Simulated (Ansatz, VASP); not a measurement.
# Ni: VASP beside Ansatz

```xyz
1
Lattice="0.0000 1.7376 1.7376 1.7376 0.0000 1.7376 1.7376 1.7376 0.0000" Properties=species:S:1:pos:R:3 pbc="T T T"
Ni    0.0000    0.0000    0.0000
```

Alike in both runs: task relaxation of cell and atoms; functional BLYP; k mesh 13 × 13 × 13; occupations fermi-dirac, width 0.05 eV; collinear spin.

```csv
,VASP,Ansatz
version,VASP 6.6.1,Ansatz 0.2.0
potentials or method,"VASP PAW PBE potentials, release 64 (Ni), cutoff 600 eV","all-electron LAPW, scalar-relativistic"
```

```csv
,VASP,Ansatz,Ansatz less VASP
net moment per atom (μB),0.62,0.62,+0.005
size of the moment on the site where the two differ most (μB),0.63,0.65,+0.021
relaxed volume (Å³/atom),11.43,11.43,-0.002
relaxed cell length with the largest relative difference (Å),2.529,2.529,-0.0002
energy change over the relaxation (meV/atom),-49,-49,+0.4
```

Site moments also hang on the region over which each program counts them. Ansatz ran all-electron here, so the differences hold the error of VASP's frozen core and of both bases.

Caveats: the PAW data sets were made with another functional, which shifts forces and pressure a little (VASP).
